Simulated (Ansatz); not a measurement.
**What strain does to MgS (rocksalt)**

Rocksalt MgS, relaxed with r2SCAN in the PAW code Ansatz. It is cubic, Fm-3m (No. 225); conventional cell a = 5.203 Å, 17.61 Å³ an atom. Around Mg lie 6 S at 2.60 Å; around S lie 6 Mg at 2.60 Å.

The axes x, y and z are those of this cell:
```
CELL_PARAMETERS angstrom
0.00000 2.60152 2.60152
2.60152 0.00000 2.60152
2.60152 2.60152 0.00000
ATOMIC_POSITIONS crystal
Mg 0.00000 0.00000 0.00000
S 0.50000 0.50000 0.50000
```

Unstrained: The PBE gap is indirect, 2.790 eV (Γ to X), below the direct gap of 3.723 eV at Γ. With r2SCAN the valence top lies at Γ and the conduction bottom at X, 3.463 eV higher; the smallest vertical gap, at Γ, is 4.642 eV. The HSE06 gap is indirect, 3.804 eV (Γ to X), below the direct gap of 4.827 eV at Γ. Meshes: PBE 8×8×8, r2SCAN 8×8×8, HSE06 6×6×6. Strains are changes of length per length. After each strain the atoms were relaxed again with r2SCAN within the symmetry that the strain leaves, so tilts or polar shifts that break it weren't tested; points keep the names that they have in the unstrained zone. The values are computed, spin-unpolarised, and not measurements.

Changes of the least gap in eV (an overlap counts as a negative gap):
```csv
strain,volume change (%),space group,PBE,r2SCAN,HSE06,"energy rise, r2SCAN (meV/atom)"
"epitaxial +1.15 % in the plane normal to [111], free normal strain -0.57 %",+1.7,R-3m,-0.142,-0.147,-0.151,2.5
"epitaxial +3.65 % in the xy plane, free normal strain -1.95 %",+5.3,I4/mmm,-0.326,-0.339,-0.360,21.4
```

Epitaxial +1.15 % in the plane normal to [111], free normal strain -0.57 %. HSE06: the gap goes from 3.804 to 3.653 eV (-0.151 eV); with r2SCAN the top three valence levels at Γ, degenerate before, become 1+2 from the top over 157 meV. Stress change with r2SCAN, compression positive: xx -1.32, yy -1.32, zz -1.32, xy +0.67, xz +0.67, yz +0.67 GPa.

Epitaxial +3.65 % in the xy plane, free normal strain -1.95 %. HSE06: the gap goes from 3.804 to 3.444 eV (-0.360 eV); with r2SCAN the top three valence levels at Γ, degenerate before, become 2+1 from the top over 267 meV. Stress change with r2SCAN, compression positive: xx -4.89, yy -4.89, zz -0.04 GPa.

The meshes of the hybrids are coarse, so their gaps aren't converged to the digits shown.

The splittings at Γ are without spin-orbit coupling, which regroups them where it is of like size or larger.
